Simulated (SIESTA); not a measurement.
# CdSe (Cadmoselite) (P6_3mc) in SIESTA: a series of runs, part 3 of 3

SIESTA 5.4.2. The steps go on from the part before.

### 6 Band structure, PBE

Contents of run.py:

```python
from ase import Atoms
from ase.calculators.siesta import Siesta
from ase.units import Ry, GPa

atoms = Atoms(
    ['Cd', 'Cd', 'Se', 'Se'],
    cell=[
        [4.3, 0.0, 0.0],
        [-2.15, 3.7239092363, 0.0],
        [0.0, 0.0, 7.02],
    ],
    scaled_positions=[
        [0.6666666667, 0.3333333333, 0.5],
        [0.3333333333, 0.6666666667, 0.0],
        [0.6666666667, 0.3333333333, 0.885],
        [0.3333333333, 0.6666666667, 0.385],
    ],
    pbc=True,
)

fdf = {
    'SCFMustConverge': False,
    'OccupationFunction': 'FD',
    'ElectronicTemperature': '0.05 eV',
    'MaxSCFIterations': '120',
    'SCF.Mixer.Method': 'Pulay',
    'SCF.Mixer.Weight': '0.25',
    'SCF.Mixer.History': '8',
    'SCF.DM.Tolerance': '5.0e-05',
    'SCF.H.Tolerance': '1.0e-03 eV',
    'WriteForces': 'true',
    'Charge.Mulliken': 'end',
    'BandLinesScale': 'ReciprocalLatticeVectors',
    'BandLines': ['  1    0.000000   0.000000   0.000000  \\Gamma', ' 11    0.500000   0.000000   0.000000  M', '  7    0.333333   0.333333   0.000000  K', ' 13    0.000000   0.000000   0.000000  \\Gamma', '  6    0.000000   0.000000   0.500000  A', ' 11    0.500000   0.000000   0.500000  L', '  7    0.333333   0.333333   0.500000  H', ' 13    0.000000   0.000000   0.500000  A', '  1    0.500000   0.000000   0.500000  L', '  6    0.500000   0.000000   0.000000  M', '  1    0.333333   0.333333   0.000000  K', '  6    0.333333   0.333333   0.500000  H'],
}
calc = Siesta(
    label="CdSe",
    command="siesta < PREFIX.fdf > PREFIX.out",
    pseudo_path="pseudos",
    pseudo_qualifier="",
    xc=('GGA', 'PBE'),
    basis_set="SZ",
    mesh_cutoff=800 * Ry,
    energy_shift=0.003 * Ry,
    kpts=[7, 7, 4],
    spin="non-polarized",
    fdf_arguments=fdf,
)
atoms.calc = calc

print(f"energy = {atoms.get_potential_energy():.6f} eV")
free = atoms.get_potential_energy(force_consistent=True)
print(f"free energy = {free:.6f} eV")
print("forces (eV/A):")
print(atoms.get_forces(apply_constraint=False).round(6))
print("stress (GPa, Voigt order, tension positive):", (atoms.get_stress() / GPa).round(4))
```

Potentials or basis: PseudoDojo 0.4 standard (PBE files), SZ (energy shift 0.003 Ry).

The run is started by

```bash
python run.py
```

What it wrote:

```text
Job completed
energy = -16134.615074 eV
free energy = -16134.615391 eV
forces (eV/A):
[[ 2.80000e-05 -1.70000e-05  3.11732e-01]
 [-2.80000e-05  1.70000e-05  3.11732e-01]
 [ 2.40000e-05 -1.30000e-05 -3.11613e-01]
 [-2.40000e-05  1.30000e-05 -3.11613e-01]]
stress (GPa, Voigt order, tension positive): [-8.8399e+00 -8.8345e+00 -5.2793e+00  0.0000e+00  0.0000e+00  4.7000e-03]
```

CdSe.fdf:

```text
SystemName	CdSe
SystemLabel	CdSe

%block BandLines
  1    0.000000   0.000000   0.000000  \Gamma
 11    0.500000   0.000000   0.000000  M
  7    0.333333   0.333333   0.000000  K
 13    0.000000   0.000000   0.000000  \Gamma
  6    0.000000   0.000000   0.500000  A
 11    0.500000   0.000000   0.500000  L
  7    0.333333   0.333333   0.500000  H
 13    0.000000   0.000000   0.500000  A
  1    0.500000   0.000000   0.500000  L
  6    0.500000   0.000000   0.000000  M
  1    0.333333   0.333333   0.000000  K
  6    0.333333   0.333333   0.500000  H
%endblock BandLines
BandLinesScale	ReciprocalLatticeVectors
Charge.Mulliken	end
ElectronicTemperature	0.05 eV
MaxSCFIterations	120
OccupationFunction	FD
SCF.DM.Tolerance	5.0e-05
SCF.H.Tolerance	1.0e-03 eV
SCF.Mixer.History	8
SCF.Mixer.Method	Pulay
SCF.Mixer.Weight	0.25
SCFMustConverge	False
WriteForces	true

Spin	non-polarized
XC.functional	GGA
XC.authors	PBE

MeshCutoff	10884.554409746897	eV
PAO.EnergyShift	0.040817079036550866	eV

NumberOfSpecies	2
NumberOfAtoms	4
%block ChemicalSpecieslabel
    1 48 Cd.1 Cd.1.psml
    2 34 Se.2 Se.2.psml
%endblock ChemicalSpecieslabel

%block PAO.BasisSizes
    Cd.1	SZ
    Se.2	SZ
%endblock PAO.BasisSizes

LatticeConstant	1.0 Ang
%block LatticeVectors
    4.3 0.0 0.0
    -2.15 3.7239092363 0.0
    0.0 0.0 7.02
%endblock LatticeVectors
AtomicCoordinatesFormat	Ang
%block AtomicCoordinatesAndAtomicSpecies
    2.1500000002149995 1.2413030786425363 3.51 1
    -2.1500008625293295e-10 2.4826061576574636 0.0 1
    2.1500000002149995 1.2413030786425363 6.2127 2
    -2.1500008625293295e-10 2.4826061576574636 2.7027 2
%endblock AtomicCoordinatesAndAtomicSpecies
%block DM.InitSpin
%endblock DM.InitSpin

#KPoint grid
%block kgrid_Monkhorst_Pack
     7       0       0  0.0
     0       7       0  0.0
     0       0       4  0.0
%endblock kgrid_Monkhorst_Pack
```

CdSe.out:

```text
Version         : 5.4.2

[... 6 lines left out ...]
 NOTE: Please see the manual for full details and compatibility measures.

reinit: Reading from standard input
reinit: Dumping input in INPUT_TMP.17948
************************** Dump of input data file ****************************
SystemName	CdSe
SystemLabel	CdSe
%block BandLines
  1    0.000000   0.000000   0.000000  \Gamma
 11    0.500000   0.000000   0.000000  M
  7    0.333333   0.333333   0.000000  K
 13    0.000000   0.000000   0.000000  \Gamma
  6    0.000000   0.000000   0.500000  A
 11    0.500000   0.000000   0.500000  L
  7    0.333333   0.333333   0.500000  H
 13    0.000000   0.000000   0.500000  A
  1    0.500000   0.000000   0.500000  L
  6    0.500000   0.000000   0.000000  M
  1    0.333333   0.333333   0.000000  K
  6    0.333333   0.333333   0.500000  H
%endblock BandLines
BandLinesScale	ReciprocalLatticeVectors
[... 704 lines left out ...]

Basis Enthalpy Calculation:
    Basis Pressure for species 1(Cd.1) :      0.2000000 GPa
    Basis Pressure for species 2(Se.2) :      0.2000000 GPa

    Orbital volume contribution        =           1.600877 eV
    (Free)E + p_basis*V_orbitals       =      -16133.014514 eV
    (Free)Eharris+ p_basis*V_orbitals  =      -16133.014513 eV

mulliken: Atomic and Orbital Populations:

Species: Cd.1
Atom  Qatom  Qorb
               4s      5s      4py     4pz     4px     4dxy    4dyz    4dz2
               4dxz    4dx2-y2
   1 18.996   2.002   1.000   2.000   2.000   2.000   1.999   1.999   1.999
              1.999   1.999
   2 18.996   2.002   1.000   2.000   2.000   2.000   1.999   1.999   1.999
              1.999   1.999

Species: Se.2
Atom  Qatom  Qorb
               4s      4py     4pz     4px     3dxy    3dyz    3dz2    3dxz
               3dx2-y2
   3 17.004   1.923   1.681   1.719   1.681   2.000   2.000   2.000   2.000
              2.000
   4 17.004   1.923   1.681   1.719   1.681   2.000   2.000   2.000   2.000
              2.000

mulliken: Qtot =       72.000

Mulliken Atomic Populations:
Atom #   charge [q] valence [e]  Species
     1     1.003702   18.996298  Cd.1
     2     1.003702   18.996298  Cd.1
     3    -1.003702   17.003702  Se.2
     4    -1.003702   17.003702  Se.2
 Total     0.000000

Job completed
```

Wall time 25 s (1 thread of AMD EPYC 7R43 (Zen 3), shared host); peak memory 0.28 GiB.

The run converged, but a check on its numbers failed (symmetry, net force, bounds or a known fault of this set-up), so they aren't taken as properties of the crystal.

Caveat: basis lacks empty p and d shells; the basis has no polarisation orbitals; the basis of atomic orbitals isn't converged, which shifts pressures, moduli and gaps.

### 7 Summary

```tsv
level	potentials or basis	spin	k mesh	gap on the mesh (eV)	pressure (GPa)	moment (μB)	largest force (eV/Å)
RPBE	PseudoDojo 0.4 standard (PBE files), DZP (energy shift 0.003 Ry; two zetas on semicore shells)	off	7 × 7 × 4	1.08	5.2	-	0.33
PBE	PseudoDojo 0.4 standard (PBE files), DZP (energy shift 0.003 Ry; two zetas on semicore shells)	off	7 × 7 × 4	0.92	3.2	-	0.32
PBE	PseudoDojo 0.4 standard (PBE files, fully relativistic), DZP (energy shift 0.003 Ry; two zetas on semicore shells)	non-collinear, zero start, SOC	5 × 5 × 3	0.80	3.2	0.00	0.33
PBE	PseudoDojo 0.4 standard (PBE files, fully relativistic), TZP (energy shift 0.003 Ry; two zetas on semicore shells)	non-collinear, zero start, SOC	5 × 5 × 3	0.74	3.4	0.00	0.33
```

Alike in all rows: task band structure; cell as given; smearing fermi-dirac 0.05 eV; grid cutoff 800 Ry; energy shift 0.003 Ry.

Caveats: the basis of atomic orbitals isn't converged, which shifts pressures, moduli and gaps; the potentials were made for another functional, which shifts forces and pressure (some runs).

Total energies depend on the potentials used, so only differences within one code and one set of settings carry meaning.

### 8 How close it comes

Step 2. A measured gap of CdSe is 1.841 eV (2 K; a printed reference work, data compilation); the calculated 1.08 eV misses it by -0.76 eV. Spin-orbit coupling on Cd, Se is left out. The value is that of RPBE in an atomic basis (PseudoDojo 0.4 standard (PBE files), DZP (energy shift 0.003 Ry; two zetas on semicore shells)), whose error adds to the functional's,, without temperature or zero-point motion. Semilocal functionals fall short of measured gaps as a rule.

Step 3. Measured gap of CdSe: 1.841 eV (2 K; a printed reference work, data compilation). This calculation gives 0.92 eV (-0.92 eV). Spin-orbit coupling on Cd, Se is left out. The value is that of PBE in an atomic basis (PseudoDojo 0.4 standard (PBE files), DZP (energy shift 0.003 Ry; two zetas on semicore shells)), whose error adds to the functional's,, without temperature or zero-point motion. Semilocal functionals fall short of measured gaps as a rule.

Step 4. Measured gap of CdSe: 1.841 eV (2 K; a printed reference work, data compilation). This calculation gives 0.81 eV (-1.04 eV). So large a miss can be the level of theory's own, or it may mean another phase, state or a wrong row. The value is that of PBE in an atomic basis (PseudoDojo 0.4 standard (PBE files, fully relativistic), DZP (energy shift 0.003 Ry; two zetas on semicore shells)), whose error adds to the functional's,, without temperature or zero-point motion. Semilocal functionals fall short of measured gaps as a rule.

Step 5. Against the measured gap of CdSe, 1.841 eV (2 K; a printed reference work, data compilation), the calculated 0.74 eV is off by -1.10 eV. So large a miss can be the level of theory's own, or it may mean another phase, state or a wrong row. The value is that of PBE in an atomic basis (PseudoDojo 0.4 standard (PBE files, fully relativistic), TZP (energy shift 0.003 Ry; two zetas on semicore shells)), whose error adds to the functional's,, without temperature or zero-point motion. Semilocal functionals fall short of measured gaps as a rule.
